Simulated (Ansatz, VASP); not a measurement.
**One calculation of BeS, two programs**

```xyz
4
Lattice="3.4066 0.0000 0.0000 -1.7033 2.9502 0.0000 0.0000 0.0000 4.9836" Properties=species:S:1:pos:R:3 pbc="T T T"
Be    0.0000    0.0000    0.0000
Be    0.0000    0.0000    2.4918
S     0.0000    1.9668    1.2459
S     1.7033    0.9834    3.7377
```

Change from the starting cell: species swapped into the NiSe type (P6_3/mmc, No. 194).

Alike in both runs: task single point; functional PBE; k mesh 6 × 6 × 4; occupations gaussian, width 0.1 eV; no spin polarisation.

```csv
,VASP,Ansatz
version,VASP 6.6.1,Ansatz 0.2.0
potentials or method,"VASP PAW PBE potentials, release 64 (Be, S)","scalar-relativistic, plane waves, PAW"
plane-wave cutoff (eV),520,420
valence electrons in the cell,16,16
```

VASP gave:

- gap on the k mesh at the Fermi level (eV): 1.00
- least direct gap on the mesh (eV): 1.77
- pressure (GPa): -1.2
- largest component of the traceless stress (GPa): 9.66

**Question.** Estimate Ansatz's values.

**Answer.** gap on the k mesh at the Fermi level (eV): 0.98; least direct gap on the mesh (eV): 1.76; pressure (GPa): -1.1; largest component of the traceless stress (GPa): 9.68.

The functional is the same, so the differences come from potentials, cutoffs and numerics.

A k mesh can miss the band edges.
